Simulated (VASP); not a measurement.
## Si12HO24 (a cell with a defect): single point with r2SCAN

Si12HO24 (a cell with a defect):

```
Si O H
1.0
     9.83160    0.00000    0.00000
    -4.91580    8.51442    0.00000
     0.00000    0.00000   10.81820
Si O H
24 48 2
Direct
  0.27091 0.00944 0.16550
  0.99856 0.25925 0.33637
  0.22933 0.23504 0.99739
  0.25370 0.99438 0.68573
  0.99431 0.26059 0.82640
  0.20833 0.19465 0.51533
  0.26215 0.49759 0.17186
  0.00711 0.77124 0.32831
  0.22354 0.72729 0.00550
  0.26694 0.49253 0.65932
  0.99649 0.75556 0.84437
  0.23417 0.73800 0.49996
  0.76792 0.00277 0.16378
  0.51505 0.29097 0.32639
  0.73548 0.23561 0.99475
  0.75003 0.99455 0.66432
  0.49888 0.26944 0.83240
  0.72707 0.23407 0.49922
  0.78748 0.50967 0.15735
  0.50148 0.77123 0.33065
  0.73061 0.73211 0.99894
  0.76900 0.50175 0.66626
  0.48924 0.75492 0.83325
  0.73597 0.73346 0.49493
  0.05860 0.18518 0.44266
  0.29100 0.36665 0.10583
  0.13986 0.42674 0.28700
  0.20098 0.07202 0.05775
  0.40663 0.37046 0.36153
  0.43265 0.15393 0.22174
  0.06371 0.20181 0.93799
  0.29612 0.36022 0.59451
  0.13300 0.42064 0.76628
  0.14410 0.05346 0.61928
  0.36189 0.29747 0.88893
  0.42737 0.13829 0.72276
  0.06984 0.70057 0.43567
  0.29760 0.87258 0.10479
  0.14592 0.93956 0.27920
  0.19259 0.56569 0.06918
  0.37255 0.80406 0.39559
  0.42818 0.64217 0.22065
  0.04846 0.68117 0.95653
  0.28315 0.87212 0.60503
  0.15738 0.91483 0.81137
  0.21075 0.57530 0.55681
  0.34646 0.77304 0.89053
  0.42976 0.62465 0.72306
  0.56750 0.21997 0.44184
  0.81147 0.37133 0.09998
  0.67410 0.44153 0.27610
  0.70480 0.07084 0.05440
  0.85988 0.28539 0.39199
  0.93376 0.13888 0.21914
  0.56888 0.20975 0.94328
  0.79694 0.36519 0.60909
  0.63625 0.43348 0.77449
  0.68561 0.06528 0.55787
  0.85949 0.29280 0.88103
  0.91655 0.12769 0.71992
  0.56894 0.69340 0.43072
  0.79194 0.86293 0.10843
  0.63998 0.93597 0.27617
  0.70678 0.56830 0.05478
  0.86888 0.79646 0.38702
  0.95056 0.65389 0.20975
  0.56444 0.70114 0.94373
  0.78059 0.86180 0.60293
  0.62066 0.92217 0.77498
  0.71032 0.57133 0.55464
  0.86155 0.79387 0.88926
  0.93329 0.63874 0.72500
  0.46101 0.46871 0.37935
  0.29265 0.13515 0.44220
```

* Program: VASP 6.6.1
* Task: single point
* Functional: r2SCAN
* Potentials or basis: VASP PAW PBE potentials, release 64 (Si, O, H)
* Cutoff: 450 eV
* k mesh: 1 × 1 × 1
* Occupations: gaussian, width 0.02 eV
* Spin: no spin polarisation
* Further INCAR settings: ALGO = Normal; EDIFF = 1e-06; NBANDS = 236

```json
{
  "Largest force": "8.386 eV/Å",
  "Band gap on the k mesh": "6.01 eV, direct"
}
```

Forces on the atoms (eV/Å):
```
Si  -0.016 -0.026 -0.008
Si  -0.039  0.024 -0.023
Si  -0.020 -0.049  0.002
Si   0.038 -0.043  0.085
Si  -0.034  0.013 -0.033
Si  -0.199 -0.164  0.204
Si   0.010  0.077 -0.040
Si  -0.030  0.051  0.021
Si  -0.003 -0.086  0.003
Si   0.010  0.076 -0.004
Si   0.029  0.054  0.005
Si   0.010 -0.025 -0.033
Si   0.021 -0.024  0.027
Si   0.212 -0.154 -0.088
Si   0.002 -0.032 -0.009
Si   0.076 -0.038 -0.025
Si  -0.017  0.046 -0.003
Si   0.014 -0.042  0.032
Si   0.073  0.017 -0.002
Si   0.138 -0.075  0.144
Si  -0.043 -0.014  0.002
Si   0.021  0.020 -0.032
Si   0.000  0.029  0.000
Si  -0.217 -0.076 -0.080
O    0.148  0.231 -0.090
O   -0.249 -0.030 -0.093
O    0.121 -0.226 -0.180
O    0.165  0.244  0.142
O    0.014 -8.115 -1.957
O   -0.226  0.072  0.177
O    0.116  0.241 -0.141
O   -0.240 -0.122 -0.096
O    0.146 -0.217 -0.127
O    0.360  0.173 -0.087
O    0.112 -0.240  0.135
O   -0.270  0.005  0.196
O    0.103  0.273 -0.125
O   -0.274 -0.039 -0.092
O    0.128 -0.237 -0.202
O    0.178  0.213  0.117
O    0.055 -0.255  0.101
O   -0.250 -0.070  0.145
O    0.111  0.292 -0.178
O   -0.231 -0.035 -0.058
O   -0.040 -0.186 -0.262
O    0.134  0.182  0.138
O    0.117 -0.168  0.154
O   -0.287  0.015  0.130
O    0.107  0.263 -0.195
O   -0.301 -0.005 -0.117
O   -0.094 -0.211 -0.142
O    0.152  0.232  0.129
O    0.105 -0.205  0.133
O   -0.253  0.000  0.171
O    0.122  0.223 -0.162
O   -0.284 -0.021 -0.146
O    0.148 -0.224 -0.126
O    0.170  0.242  0.123
O    0.125 -0.228  0.170
O   -0.258  0.047  0.150
O    0.095  0.409 -0.091
O   -0.249 -0.011 -0.157
O    0.136 -0.190 -0.195
O    0.186  0.227  0.134
O    0.170 -0.219  0.115
O   -0.261 -0.057  0.162
O    0.125  0.221 -0.151
O   -0.218  0.006 -0.107
O    0.145 -0.217 -0.135
O    0.154  0.172  0.154
O    0.136 -0.264  0.186
O   -0.244 -0.009  0.180
H    0.306  8.171  1.864
H   -0.199  0.093  0.160
```

Levels at points of the mesh, in eV from the valence-band top:
| k point | band 189 | band 190 | band 191 | band 192 | band 193 | band 194 | band 195 | band 196 | band 197 | band 198 |
| --- | --- | --- | --- | --- | --- | --- | --- | --- | --- | --- |
| (0.00, 0.00, 0.00) | -0.68 | -0.67 | -0.60 | -0.58 | 0.00 | 6.01 | 7.69 | 7.97 | 8.07 | 8.27 |

Wall time 15 min on 1 thread of Intel(R) Xeon(R) 6975P-C (Granite Rapids) (shared host), peak memory 0.92 GiB.

Caveat: the PAW data sets were made with another functional, which shifts forces and pressure a little. r2SCAN opens gaps a little over a GGA but as a rule still falls short of measured ones.
